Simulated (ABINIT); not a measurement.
The system is Pt.

```xyz
1
Lattice="0.0000 1.9609 1.9609 1.9609 0.0000 1.9609 1.9609 1.9609 0.0000" Properties=species:S:1:pos:R:3 pbc="T T T"
Pt    0.0000    0.0000    0.0000
```

Program: ABINIT 10.8.3 (patched build). Alike in all runs: no spin polarisation; cell as given; smearing fermi-dirac 0.05 eV. Hardware: 1 thread of Arm Neoverse V2, on a shared host.

**Question.** Order these runs on this cell by their wall time, lowest first.
A. task band structure; level RPBE; potentials or basis JTH PAW PBE v2.0; k mesh 12 × 12 × 12; cutoff (eV) 544; fine-grid cutoff 1088.46 eV
B. task single point; level r2SCAN; potentials or basis JTH PAW PBE v2.0; k mesh 16 × 16 × 16; cutoff (eV) 653; fine-grid cutoff 1251.72 eV
C. task single point; level LDA; potentials or basis JTH PAW LDA v2.0; k mesh 10 × 10 × 10; cutoff (eV) 544; fine-grid cutoff 1088.46 eV

**Answer.** C (12 s), A (31 s), B (93 s).

Runs at the PBE level aren't shown here.
